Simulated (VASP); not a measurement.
# InP (F-43m) in VASP: notebook, part 2 of 3

VASP 6.6.1. The steps go on from the part before.

### 3 G0W0 quasiparticle levels, PBE

Input file POSCAR:

```
InP
1.0
    0.0000000000      2.9305000000      2.9305000000
    2.9305000000      0.0000000000      2.9305000000
    2.9305000000      2.9305000000      0.0000000000
In P
1 1
Direct
    0.0000000000      0.0000000000      0.0000000000
    0.7500000000      0.7500000000      0.7500000000
```

Input file INCAR.step1:

```
PREC = Accurate ; ENCUT = 450
EDIFF = 1E-8 ; ISMEAR = 0
SIGMA = 0.01 ; LREAL = False
LASPH = True ; NELM = 60
ALGO = Fast ; LWAVE = True
LCHARG = False ; GGA = PE
```

Input file INCAR.step2:

```
PREC = Accurate ; ENCUT = 450
EDIFF = 1E-8 ; ISMEAR = 0
SIGMA = 0.01 ; LREAL = False
LASPH = True ; NELM = 1
ALGO = Exact ; LWAVE = True
LCHARG = False ; GGA = PE
NBANDS = 210 ; LOPTICS = True
ISTART = 1
```

Input file INCAR.step3:

```
PREC = Accurate ; ENCUT = 450
EDIFF = 1E-8 ; ISMEAR = 0
SIGMA = 0.01 ; LREAL = False
LASPH = True ; ALGO = EVGW0
LWAVE = False ; LCHARG = False
GGA = PE ; NELMGW = 1
NBANDS = 210 ; ENCUTGW = 100
NOMEGA = 48 ; PRECFOCK = Fast
ISTART = 1 ; NBANDSGW = 17
```

Input file KPOINTS:

```
regular mesh
0
Gamma
  3 3 3
```

Potentials or basis: VASP PAW PBE potentials, release 64 (In_d_GW, P_GW).

Started as:

```bash
$ cat potpaw_PBE.64/In_d_GW/POTCAR potpaw_PBE.64/P_GW/POTCAR > POTCAR
$ cp INCAR.step1 INCAR
$ mpirun -np 1 vasp_std > vasp.out
$ cp INCAR.step2 INCAR
$ mpirun -np 1 vasp_std > vasp.out
$ cp INCAR.step3 INCAR
$ mpirun -np 1 vasp_std > vasp.out
```

OUTCAR:

```text
PREC = Accurate
   ENCUT = 450
   EDIFF = 1E-8
   ISMEAR = 0
   LREAL = False
   LASPH = True
   GGA = PE
   NELMGW = 1
   ENCUTGW = 100
   PRECFOCK = Fast
   ISTART = 1

 Found      4 irreducible k-points:

 Following reciprocal coordinates:
            Coordinates               Weight
  0.000000  0.000000  0.000000      1.000000
  0.333333  0.000000  0.000000      8.000000
  0.333333  0.333333  0.000000      6.000000
 -0.333333  0.333333  0.000000     12.000000
   k-points           NKPTS =      4   k-points in BZ     NKDIM =     27   number of bands    NBANDS=    210
   number of dos      NEDOS =    301   number of ions     NIONS =      2
   total plane-waves  NPLWV =  27000
   dimension x,y,z NGX =    30 NGY =   30 NGZ =   30
   dimension x,y,z NGXF=    60 NGYF=   60 NGZF=   60
   ions per type =               1   1
   NGX,Y,Z   is equivalent  to a cutoff of  12.03, 12.03, 12.03 a.u.
   NGXF,Y,Z  is equivalent  to a cutoff of  24.07, 24.07, 24.07 a.u.
 SYSTEM =  unknown system
   PREC   = accura    normal or accurate (medium, high low for compatibility)
   ISTART =      1    job   : 0-new  1-cont  2-samecut
   ICHARG =      0    charge: 1-file 2-atom 10-const
   ISPIN  =      1    spin polarized calculation?
   LNONCOLLINEAR =      F non collinear calculations
   LSORBIT =      F    spin-orbit coupling
   LASPH  =      T    aspherical Exc in radial PAW
   ENCUT  =  450.0 eV  33.07 Ry    5.75 a.u.   7.17  7.17  7.17*2*pi/ulx,y,z
   NELM   =     60;   NELMIN=  2; NELMDL=  0     # of ELM steps
   EDIFF  = 0.1E-07   stopping-criterion for ELM
   LREAL  =      F    real-space projection
   EDIFFG = 0.1E-06   stopping-criterion for IOM
   NSW    =      0    number of steps for IOM
   IBRION =     -1    ionic relax: 0-MD 1-quasi-New 2-CG
   NFREE  =      0    steps in history (QN), initial steepest desc. (CG)
   ISIF   =      0    stress and relaxation
   ISYM   =      3    0-nonsym 1-usesym 2-fastsym
   POTIM  = 0.5000    time-step for ionic-motion
   TEBEG  =    0.0;   TEEND  =   0.0 temperature during run
   PSTRESS=    0.0 pullay stress
   NELECT =      18.0000    total number of electrons
   NUPDOWN=      -1.0000    fix difference up-down
   EMIN   =  10.00;   EMAX   =-10.00  energy-range for DOS
   EFERMI =   0.00;   METHOD = LEGACY
   ISMEAR =     0;   SIGMA  =   0.01  broadening in eV -4-tet -1-fermi 0-gaus
   EFERMI_NEDOS =   21; number of points for ismear=-14 and -15
   IALGO  =     38    algorithm
   IMIX   =      4    mixing-type and parameters
     AMIX     =   0.40;   BMIX     =  1.00
     AMIX_MAG =   1.60;   BMIX_MAG =  1.00
  volume/ion in A,a.u.               =      25.17       169.83
  Fermi-wavevector in a.u.,A,eV,Ry     =   1.162021  2.195901 18.371846  1.350293
  Thomas-Fermi vector in A             =   2.298587
   LORBIT       =      0    0 simple, 1 ext, 2 COOP (PROOUT), +10 PAW based schemes
   GGA     = PE    functional components
   LHFCALC =     T    Hartree Fock is set to
   PRECFOCK=fast      Normal, Fast or Accurate (Low or Medium for compatibility)
   ENCUT4O =  -1.0   cutoff for four orbital integrals eV
   NKREDX  =     1    reduce k-point grid by
   NKREDY  =     1    reduce k-point grid by
   NKREDZ  =     1    reduce k-point grid by
   AEXX    =    1.0000 exact exchange contribution
   HFSCREEN=    0.0000 screening length (either q_TF or 0.3 A-1)
   HFSCREENC=   0.0000 screening length for correlation (either q_TF or 0.3 A-1)
   ENCUTFOCK=  -1.0 apply spherical cutoff to Coloumb kernel
   IVDW    =     0    specifies the selected vdW correction
   LEPSILON=     F    determine dielectric tensor
   LRPA    =     F    only Hartree local field effects (RPA)
   LRPAFORCE           =     F    calculate RPA forces
   ENCUTGW             = 100.0    cutoff for response function in eV
   ENCUTGWSOFT         =  80.0    soft cutoff for Coulomb kernel in GW response function in eV
   ENCUTLF             =  -1.0    cutoff for local field effects
   NELMGW              =     1    number of iterations in solving QP/BSE equation
   NELMHF              =     1    number of iterations in the inner HF iteration
   NKREDLFX            =     1    NKREDLFY  =   1   NKREDLFZ  =   1
 non-spin polarized calculation
 Gauss-broadening in eV      SIGMA  =   0.01
  energy-cutoff  :      450.00
  volume of cell :       50.33
 maximum number of plane-waves:      1113
 NGX is ok and might be reduce to    30
  NGX = 16; NGY = 16; NGZ = 16
   NGX = 15   NGY = 15   NGZ = 15
 maximum number of plane-waves:       117

 QP shifts <psi_nk| G(iteration)W_0 |psi_nk>: iteration 1
 for sc-GW calculations column KS-energies equals QP-energies in previous step
 and V_xc(KS)=  KS-energies - (<T + V_ion + V_H > + <T+V_H+V_ion>^1  + <V_x>^1)

 k-point   1 :       0.0000    0.0000    0.0000
  band No.  KS-energies  QP-energies   sigma(KS)   V_xc(KS)     V^pw_x(r,r')   Z            occupation Imag(sigma)

      1     -10.2935     -12.3857     -19.5444     -16.5971     -25.3299       0.7099       2.0000       0.1915
      2     -10.2935     -12.3857     -19.5444     -16.5971     -25.3299       0.7099       2.0000       0.1915
      3     -10.2935     -12.3857     -19.5444     -16.5971     -25.3299       0.7099       2.0000       0.1915
      4     -10.1478     -12.2619     -19.6697     -16.6818     -25.3438       0.7076       2.0000       0.1051
      5     -10.1478     -12.2619     -19.6697     -16.6818     -25.3438       0.7076       2.0000       0.1051
      6      -7.4964      -7.9113     -11.9086     -11.2913     -18.2327       0.6721       2.0000       1.0766
[... 9 lines left out ...]
     16      13.3901      13.5399     -10.0231     -10.2237      -4.5789       0.7469       0.0000      -0.2561
     17      15.1508      14.8376      -7.9542      -7.5435      -2.2265       0.7623       0.0000      -0.4704
[... 46 lines left out ...]
      1     -10.4274     -12.3816     -19.1557     -16.3607     -25.0946       0.6992       2.0000       0.2499
      2     -10.2340     -12.3284     -19.6118     -16.6462     -25.3601       0.7062       2.0000       0.1594
      3     -10.2154     -12.3220     -19.6505     -16.6901     -25.4093       0.7116       2.0000       0.1686
      4     -10.1615     -12.2658     -19.6362     -16.6581     -25.3238       0.7066       2.0000       0.1102
      5     -10.1360     -12.2475     -19.6700     -16.6913     -25.3551       0.7089       2.0000       0.1030
      6      -5.2477      -5.7009     -13.0960     -12.4205     -18.6365       0.6710       2.0000       0.6718
[... 9 lines left out ...]
     16      17.1146      17.0529      -9.2156      -9.1331      -3.0451       0.7470       0.0000      -0.5448
     17      17.9823      17.9868      -9.5968      -9.6029      -3.1821       0.7387       0.0000      -0.6864
```

OUTCAR.step2:

```text
PREC = Accurate
   ENCUT = 450
   EDIFF = 1E-8
   ISMEAR = 0
   LREAL = False
[... 538 lines left out ...]
     0.00000    79.00717    79.00717    79.00717     0.00000     0.00000     0.00000
     1.85865    27.34894    27.34894    27.34894     0.00000     0.00000     0.00000
     3.71730    26.60253    26.60253    26.60253     0.00000     0.00000     0.00000
     5.57595   -10.64120   -10.64120   -10.64120    -0.00000    -0.00000    -0.00000
     7.43460    -4.97606    -4.97606    -4.97606    -0.00000    -0.00000    -0.00000
     9.29325    -1.59686    -1.59686    -1.59686    -0.00000    -0.00000    -0.00000
[... 92 lines left out ...]
   182.14779     0.97652     0.97652     0.97652    -0.00000    -0.00000    -0.00000
   184.00644     0.97707     0.97707     0.97707    -0.00000    -0.00000    -0.00000
```

It took 55 s on 1 thread of Intel Xeon 6975P-C (Granite Rapids), shared host; peak memory 0.33 GiB.

The run converged, but some of its settings lie outside the range that counts as converged, so its numbers aren't taken as properties of the crystal.

Results:

- Band gap on the k mesh, mean-field level: 0.67 eV, direct
- Quasiparticle gap: 1.18 eV
- Least direct quasiparticle gap: 1.18 eV

Caveat: the k mesh is coarse (spacing up to 0.62 Å⁻¹), so the values aren't converged; bands, screening cutoff and mesh are small and nothing is extrapolated, so the quasiparticle values aren't converged; spin-orbit coupling is left out, which moves the levels of the heavy elements.

### 4 G0W0 quasiparticle levels, PBE

POSCAR is that of step 3.

INCAR.step1 is that of step 3.

INCAR.step2 is that of step 3.

INCAR.step3: that of step 3 with these lines changed.

```diff
@@ -6,3 +6,3 @@
 GGA = PE ; NELMGW = 1
-NBANDS = 210 ; ENCUTGW = 100
+NBANDS = 210 ; ENCUTGW = 150
 NOMEGA = 48 ; PRECFOCK = Fast
```

KPOINTS is that of step 3.

Potentials or basis: VASP PAW PBE potentials, release 64 (In_d_GW, P_GW).

Started as:

```bash
$ cat potpaw_PBE.64/In_d_GW/POTCAR potpaw_PBE.64/P_GW/POTCAR > POTCAR
$ cp INCAR.step1 INCAR
$ mpirun -np 1 vasp_std > vasp.out
$ cp INCAR.step2 INCAR
$ mpirun -np 1 vasp_std > vasp.out
$ cp INCAR.step3 INCAR
$ mpirun -np 1 vasp_std > vasp.out
```

OUTCAR:

```text
PREC = Accurate
   ENCUT = 450
   EDIFF = 1E-8
   ISMEAR = 0
   LREAL = False
   LASPH = True
   GGA = PE
   NELMGW = 1
   ENCUTGW = 150
   PRECFOCK = Fast
   ISTART = 1

 Found      4 irreducible k-points:

 Following reciprocal coordinates:
            Coordinates               Weight
  0.000000  0.000000  0.000000      1.000000
  0.333333  0.000000  0.000000      8.000000
  0.333333  0.333333  0.000000      6.000000
 -0.333333  0.333333  0.000000     12.000000
   k-points           NKPTS =      4   k-points in BZ     NKDIM =     27   number of bands    NBANDS=    210
   number of dos      NEDOS =    301   number of ions     NIONS =      2
   total plane-waves  NPLWV =  27000
   dimension x,y,z NGX =    30 NGY =   30 NGZ =   30
   dimension x,y,z NGXF=    60 NGYF=   60 NGZF=   60
   ions per type =               1   1
   NGX,Y,Z   is equivalent  to a cutoff of  12.03, 12.03, 12.03 a.u.
   NGXF,Y,Z  is equivalent  to a cutoff of  24.07, 24.07, 24.07 a.u.
 SYSTEM =  unknown system
[... 32 lines left out ...]
  Thomas-Fermi vector in A             =   2.298587
   LORBIT       =      0    0 simple, 1 ext, 2 COOP (PROOUT), +10 PAW based schemes
   GGA     = PE    functional components
   LHFCALC =     T    Hartree Fock is set to
   PRECFOCK=fast      Normal, Fast or Accurate (Low or Medium for compatibility)
   ENCUT4O =  -1.0   cutoff for four orbital integrals eV
   NKREDX  =     1    reduce k-point grid by
   NKREDY  =     1    reduce k-point grid by
   NKREDZ  =     1    reduce k-point grid by
   AEXX    =    1.0000 exact exchange contribution
   HFSCREEN=    0.0000 screening length (either q_TF or 0.3 A-1)
   HFSCREENC=   0.0000 screening length for correlation (either q_TF or 0.3 A-1)
   ENCUTFOCK=  -1.0 apply spherical cutoff to Coloumb kernel
   IVDW    =     0    specifies the selected vdW correction
   LEPSILON=     F    determine dielectric tensor
   LRPA    =     F    only Hartree local field effects (RPA)
   LRPAFORCE           =     F    calculate RPA forces
   ENCUTGW             = 150.0    cutoff for response function in eV
   ENCUTGWSOFT         = 120.0    soft cutoff for Coulomb kernel in GW response function in eV
   ENCUTLF             =  -1.0    cutoff for local field effects
   NELMGW              =     1    number of iterations in solving QP/BSE equation
   NELMHF              =     1    number of iterations in the inner HF iteration
   NKREDLFX            =     1    NKREDLFY  =   1   NKREDLFZ  =   1
 non-spin polarized calculation
 Gauss-broadening in eV      SIGMA  =   0.01
  energy-cutoff  :      450.00
  volume of cell :       50.33
 maximum number of plane-waves:      1113
 NGX is ok and might be reduce to    30
  NGX = 16; NGY = 16; NGZ = 16
   NGX = 15   NGY = 15   NGZ = 15
 maximum number of plane-waves:       220

 QP shifts <psi_nk| G(iteration)W_0 |psi_nk>: iteration 1
 for sc-GW calculations column KS-energies equals QP-energies in previous step
 and V_xc(KS)=  KS-energies - (<T + V_ion + V_H > + <T+V_H+V_ion>^1  + <V_x>^1)

 k-point   1 :       0.0000    0.0000    0.0000
  band No.  KS-energies  QP-energies   sigma(KS)   V_xc(KS)     V^pw_x(r,r')   Z            occupation Imag(sigma)

      1     -10.2935     -12.5056     -19.7143     -16.5971     -25.3299       0.7097       2.0000      -0.0540
      2     -10.2935     -12.5056     -19.7143     -16.5971     -25.3299       0.7097       2.0000      -0.0540
      3     -10.2935     -12.5056     -19.7143     -16.5971     -25.3299       0.7097       2.0000      -0.0540
      4     -10.1478     -12.3839     -19.8432     -16.6818     -25.3438       0.7073       2.0000      -0.1335
      5     -10.1478     -12.3839     -19.8432     -16.6818     -25.3438       0.7073       2.0000      -0.1335
      6      -7.4964      -7.9986     -12.0390     -11.2913     -18.2327       0.6716       2.0000       0.8978
[... 59 lines left out ...]
      3     -10.2154     -12.4426     -19.8211     -16.6901     -25.4093       0.7114       2.0000      -0.0655
      4     -10.1615     -12.3874     -19.8093     -16.6581     -25.3238       0.7064       2.0000      -0.1310
      5     -10.1360     -12.3698     -19.8437     -16.6913     -25.3551       0.7086       2.0000      -0.1341
      6      -5.2477      -5.8049     -13.2518     -12.4205     -18.6365       0.6704       2.0000       0.5792
[... 9 lines left out ...]
     16      17.1146      17.0227      -9.2562      -9.1331      -3.0451       0.7465       0.0000      -0.5558
     17      17.9823      17.9478      -9.6496      -9.6029      -3.1821       0.7382       0.0000      -0.6983
```

OUTCAR.step1:

```text
PREC = Accurate
   ENCUT = 450
   EDIFF = 1E-8
   ISMEAR = 0
   LREAL = False
[... 173 lines left out ...]
      0.00000      0.00000      0.00000         0.000000      0.000000      0.000000
      4.39575      4.39575      4.39575        -0.000000     -0.000000     -0.000000
 -----------------------------------------------------------------------------------
    total drift:                                0.000000      0.000000      0.000000

  FREE ENERGIE OF THE ION-ELECTRON SYSTEM (eV)
  ---------------------------------------------------
  free  energy   TOTEN  =        -7.9905974524 eV

  energy  without entropy=       -7.9905974524  energy(sigma->0) =       -7.99059745
```

OUTCAR.step2:

```text
PREC = Accurate
   ENCUT = 450
   EDIFF = 1E-8
   ISMEAR = 0
   LREAL = False
[... 538 lines left out ...]
     0.00000    79.00717    79.00717    79.00717     0.00000     0.00000     0.00000
     1.85865    27.34894    27.34894    27.34894     0.00000     0.00000     0.00000
     3.71730    26.60253    26.60253    26.60253     0.00000     0.00000     0.00000
     5.57595   -10.64120   -10.64120   -10.64120    -0.00000    -0.00000    -0.00000
     7.43460    -4.97606    -4.97606    -4.97606    -0.00000    -0.00000    -0.00000
     9.29325    -1.59686    -1.59686    -1.59686    -0.00000    -0.00000    -0.00000
[... 92 lines left out ...]
   182.14779     0.97652     0.97652     0.97652    -0.00000    -0.00000    -0.00000
   184.00644     0.97707     0.97707     0.97707    -0.00000    -0.00000    -0.00000
```

Wall time 60 s (1 thread of Intel Xeon 6975P-C (Granite Rapids), shared host); peak memory 0.33 GiB.

These settings aren't checked as converged: the numbers below hold their error.

What came out:

```
Band gap on the k mesh, mean-field level : 0.67 eV, direct
Quasiparticle gap                        : 1.21 eV
Least direct quasiparticle gap           : 1.21 eV
```

Caveat: the k mesh is coarse (spacing up to 0.62 Å⁻¹), so the values aren't converged; bands, screening cutoff and mesh are small and nothing is extrapolated, so the quasiparticle values aren't converged; spin-orbit coupling is left out, which moves the levels of the heavy elements.

(Continued in part 3 of 3.)
